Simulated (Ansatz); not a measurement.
## Structure types of TiO₂ compared at 81 GPa

Structure types of TiO₂ are relaxed in primitive cells with their symmetry kept at 81 GPa, on PAW files; LAPW relaxes the small cells further and takes the PAW cell for the others (marked *). The enthalpy is E + pV at zero temperature, without zero-point motion. Only the types listed were tried, and differences under about 5 meV/atom are mesh noise. The real phase may be another.

All numbers are PBE results (scalar-relativistic) from Ansatz 0.2.0, with Fermi–Dirac smearing of 0.1 eV, no spin polarisation. Methods: LAPW: all electrons, basis error target 0.5 meV/atom; PAW: frozen-core files, cutoff 420 eV.

k meshes: rutile 8×8×11, fluorite 12×12×12.

Question: Which type is lowest in enthalpy, and by how much?

Answer: fluorite, 226 meV/atom below rutile. The whole table:

```json
{"start type": "rutile*", "ends as": "rutile, P4_2/mnm", "a, b, c (Å)": "4.243, 4.243, 2.818", "V (Å³/atom)": "8.46", "H − H(lowest), LAPW (meV/atom)": "226.0", "same, PAW": "227.1"}
{"start type": "fluorite", "ends as": "fluorite, Fm-3m", "a, b, c (Å)": "4.505, 4.505, 4.505", "V (Å³/atom)": "7.62", "H − H(lowest), LAPW (meV/atom)": "0.0", "same, PAW": "0.0"}
```
